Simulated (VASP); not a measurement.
A run of VASP 6.6.1:

INCAR

```
SYSTEM = Pb
  PREC = Accurate
  ENCUT = 600
  EDIFF = 1E-6
  ISMEAR = -1
  SIGMA = 0.05
  LREAL = .FALSE.
  LASPH = .TRUE.
  NELM = 60
  ALGO = Fast
  ISIF = 3
  LWAVE = .FALSE.
  LCHARG = .FALSE.
  IBRION = 2
  NSW = 60
  EDIFFG = -0.005
```

KPOINTS

```
Automatic mesh
0
G
  9 9 9
  0 0 0
```

File POSCAR:

```
Pb
1.0
    0.0000000000      2.4750200000      2.4750200000
    2.4750200000      0.0000000000      2.4750200000
    2.4750200000      2.4750200000      0.0000000000
Pb
1
Direct
    0.0000000000      0.0000000000      0.0000000000
```

Potentials or basis: VASP PAW LDA potentials, release 64 (Pb_d).

Launch:

```sh
$ cat potpaw_LDA.64/Pb_d/POTCAR > POTCAR
$ mpirun -np 1 vasp_std > vasp.out
```

Hardware: 1 thread of Intel(R) Xeon(R) Platinum 8375C CPU @ 2.90GHz (Ice Lake), with other jobs on the host.

**Question.** Estimate the wall time of this run.

**Answer.** It took 46 s on 1 thread of Intel(R) Xeon(R) Platinum 8375C CPU @ 2.90GHz (Ice Lake), with other jobs on the host, peak memory 0.16 GiB. Counts: scf iterations 54, k points 35, ion steps 5.
